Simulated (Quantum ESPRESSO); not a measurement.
Runs of Quantum ESPRESSO 7.5 on NaCl. The structure is cubic, space group Fm-3m (No. 225). Conventional cell: a = 5.588 Å, b = 5.588 Å, c = 5.588 Å, α = 90.00°, β = 90.00°, γ = 90.00°. Cl (site symmetry m-3m) has 6 Na at 2.79 Å as nearest neighbours. Na (site symmetry m-3m) is surrounded by 6 Cl at 2.79 Å. The cell is a database's computed one.

```csv
cell,gap on the mesh (eV),pressure (GPa)
relaxed to 30 GPa,(a),30.0
relaxed to 20 GPa,6.60,20.0
relaxed to 0.3 kbar,(b),0.0
relaxed to 2 GPa,5.22,2.0
relaxed to 10 GPa,5.94,10.0
relaxed to 5 GPa,5.52,5.0
```

Alike in all rows: task relaxation of cell and atoms; level LDA; potentials or basis SSSP 1.3 efficiency PBE; no spin polarisation; k mesh 8 × 8 × 8; cutoff (eV) 857; smearing fermi-dirac 0.05 eV.

**Question.** Estimate the missing entries.

**Answer.** (a) 6.63; (b) 4.98.

Caveats: the potentials were made for another functional, which shifts forces and pressure.

A k mesh can miss the band edges.

Runs at the PBE level aren't shown here.
